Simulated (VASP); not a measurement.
Input of a VASP 6.6.1 run:

INCAR

```
PREC     = Accurate       # precision mode
ENCUT    = 600            # plane-wave cutoff, eV
EDIFF    = 1E-7           # SCF threshold, eV
ISMEAR   = 1              # smearing method
SIGMA    = 0.1            # smearing width, eV
LREAL    = False          # projectors in reciprocal space
LASPH    = True           # aspherical terms in the spheres
NELM     = 80             # most SCF steps
ALGO     = Normal         # electronic algorithm
ISIF     = 3              # what is computed and relaxed
LWAVE    = False          # write WAVECAR
LCHARG   = False          # write CHGCAR
GGA      = CA             # functional
IBRION   = 2              # ionic algorithm
NSW      = 90             # ionic steps
EDIFFG   = -0.005         # ionic threshold
```

Contents of KPOINTS:

```
regular mesh
0
Gamma
  18 18 18
```

The input POSCAR:

```
Li                                      
1.0
   -1.6715041902      1.6715041902      1.6715041902
    1.6715041902     -1.6715041902      1.6715041902
    1.6715041902      1.6715041902     -1.6715041902
  Li            
     1
Direct
     0.0000000000000000    0.0000000000000000    1.0000000000000000
```

Potentials or basis: VASP PAW LDA potentials, release 64 (Li_sv).

Launch:

```sh
$ cat potpaw_LDA.64/Li_sv/POTCAR > POTCAR
$ mpirun -np 1 vasp_std > vasp.out
```

**Question.** Predict the space group after relaxing (to 0.05 Å).

**Answer.** Im-3m (No. 229).

**Question.** What does it give for the band gap on the k mesh?

**Answer.** None (metal or under the smearing width).

**Question.** Estimate the relaxed cell.

**Answer.** a = 2.902 Å, b = 2.902 Å, c = 2.902 Å, α = 109.47°, β = 109.47°, γ = 109.47°.

Final structure:
```cif
data_structure
_symmetry_space_group_name_H-M 'P 1'
_symmetry_Int_Tables_number 1
_cell_length_a 2.9024
_cell_length_b 2.9024
_cell_length_c 2.9024
_cell_angle_alpha 109.471
_cell_angle_beta 109.471
_cell_angle_gamma 109.471
_cell_volume 18.82
loop_
_atom_site_label
_atom_site_type_symbol
_atom_site_fract_x
_atom_site_fract_y
_atom_site_fract_z
_atom_site_occupancy
Li1 Li 0.00000 0.00000 0.00000 1
```
